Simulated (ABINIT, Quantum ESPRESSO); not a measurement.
Given: the input of a run of ABINIT 10.8.3 (patched build) on Mo. 

File run.abi:

```
# Pseudopotentials
pp_dirpath "./"
pseudos "Mo.upf"

# Structure
acell 3*1.0
rprim
    -2.9929651906     2.9929651906     2.9929651906
     2.9929651906    -2.9929651906     2.9929651906
     2.9929651906     2.9929651906    -2.9929651906
ntypat 1
znucl 42
natom 1
typat 1
xred
     0.0000000000     0.0000000000     0.0000000000

# Plane-wave basis
ecut 40.0

# k points
kptopt 1
ngkpt 12 12 12
nshiftk 1
shiftk 0.0 0.0 0.0

# Exchange and correlation
ixc -116133

# Bands and occupations
nband 11
occopt 3
tsmear 0.00183747

# SCF cycle
nstep 100
tolvrs 1.0e-10

# Output
iomode 3
prtwf 0
prtden 0
prteig 0
prtebands 0
enunit 2
```

Potentials or basis: PseudoDojo NC SR PBEsol v0.4.1 standard.

The run is started by

```console
$ abinit run.abi > log 2>&1
```

Question: Translate it to Quantum ESPRESSO 7.5. Potentials or basis there: GBRV 1.5 PBEsol, cutoff 612 eV.

Answer: As run (cutoffs and basis follow the program's own potentials, and thresholds, step limits or extra output files can differ):

pw.in

```
&CONTROL
  calculation = 'scf'
  prefix = 'pwscf'
  outdir = './tmp'
  pseudo_dir = './pseudo'
  tprnfor = .true.
  tstress = .true.
  disk_io = 'low'
/
&SYSTEM
  ibrav = 0
  nat = 1
  ntyp = 1
  ecutwfc = 45
  ecutrho = 360
  nbnd = 13
  occupations = 'smearing'
  smearing = 'fd'
  degauss = 0.00367493
/
&ELECTRONS
  conv_thr = 2d-10
  electron_maxstep = 120
  mixing_beta = 0.5
/
ATOMIC_SPECIES
Mo    95.9500 mo_pbesol_v1.uspp.F.UPF
CELL_PARAMETERS angstrom
  -1.5838089719    1.5838089719    1.5838089719
   1.5838089719   -1.5838089719    1.5838089719
   1.5838089719    1.5838089719   -1.5838089719
ATOMIC_POSITIONS crystal
Mo     0.0000000000    0.0000000000    0.0000000000
K_POINTS automatic
12 12 12 0 0 0
```

The input pp_density.in:

```
&INPUTPP
  prefix = 'pwscf'
  outdir = './tmp'
  filplot = 'density.dat'
  plot_num = 0
/
&PLOT
  nfile = 1
  filepp(1) = 'density.dat'
  iflag = 3
  output_format = 6
  fileout = 'density.cube'
/
```

The input pp_potential.in:

```
&INPUTPP
  prefix = 'pwscf'
  outdir = './tmp'
  filplot = 'potential.dat'
  plot_num = 11
/
&PLOT
  nfile = 1
  filepp(1) = 'potential.dat'
  iflag = 3
  output_format = 6
  fileout = 'potential.cube'
/
```

Potentials or basis: GBRV 1.5 PBEsol.

Run with:

```bash
$ OMP_NUM_THREADS=1 mpirun -n 2 pw.x -nk 2 -in pw.in > pw.out
$ OMP_NUM_THREADS=1 mpirun -n 1 pp.x -in pp_density.in > pp_density.out
$ OMP_NUM_THREADS=1 mpirun -n 1 pp.x -in pp_potential.in > pp_potential.out
```

Both were run:

|  | ABINIT | Quantum ESPRESSO |
| --- | --- | --- |
| Pressure | -9.4 GPa | -10.4 GPa |

Pressure is positive in compression.
